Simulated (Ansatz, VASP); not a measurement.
Fe in VASP and in Ansatz

File INCAR:

```
ALGO = Normal
EDIFF = 1E-6
ENCUT = 520
GGA = PE
ISIF = 2
ISMEAR = 0
ISPIN = 2
LASPH = T
LCHARG = F
LMAXMIX = 4
LORBIT = 11
LREAL = F
LWAVE = F
MAGMOM = 4
NBANDS = 14
NELM = 150
PREC = Accurate
SIGMA = 0.1
```

Contents of KPOINTS:

```
k-points
0
Gamma
  8 8 8
```

POSCAR

```
Fe
1.0
    0.0000000000      2.1417216095      2.1417216095
    2.1417216095      0.0000000000      2.1417216095
    2.1417216095      2.1417216095      0.0000000000
Fe
1
Direct
    0.0000000000      0.0000000000      0.0000000000
```

Input for Ansatz:

```yaml
crystal:
  lattice:
    - [0.0, 2.1417216095, 2.1417216095]
    - [2.1417216095, 0.0, 2.1417216095]
    - [2.1417216095, 2.1417216095, 0.0]
  atoms:
    - { symbol: Fe, position: [0.0, 0.0, 0.0], spin: 4.0 }
basis:
  ecutwfc: 420
kpoints:
  mp_grid: { grid: [8, 8, 8] }
hamiltonian:
  xc: pbe
scf:
  occupations: { method: gaussian, width: 0.1 }
  lower_state_search: "off"
output:
  forces: true
  stress: true
  eigenvalues: true
  populations: true
magnetization:
  spin_polarized: true
```

Alike in both runs: task single point; functional PBE; k mesh 8 × 8 × 8; occupations gaussian, width 0.1 eV; collinear spin.

```csv
,VASP,Ansatz
version,VASP 6.6.1,Ansatz 0.2.0
potentials or method,"VASP PAW PBE potentials, release 64 (Fe)","scalar-relativistic, plane waves, PAW"
plane-wave cutoff (eV),520,420
valence electrons in the cell,8,16
```

Ansatz gave:

| Property | Result |
| --- | --- |
| gap on the k mesh at the Fermi level (eV) | none |
| pressure (GPa) | -25.9 |
| net moment per atom (μB) | 3.09 |
| size of the moment on the site where the two differ most (μB) | 3.19 |

Q: Estimate VASP's values.

A: gap on the k mesh at the Fermi level (eV): none; pressure (GPa): -25.7; net moment per atom (μB): 3.07; size of the moment on the site where the two differ most (μB): 3.13.

Site moments also hang on the region over which each program counts them. A gap of «none» marks a metal or a gap that the smearing closes. With one functional, cell and mesh, what is left measures potentials, basis and numerics. The two sets of potentials don't hold the same shells in valence.

Caveats: so large a pressure means that the cell lies far from this level's equilibrium, or that cutoff or potentials fall short (VASP).
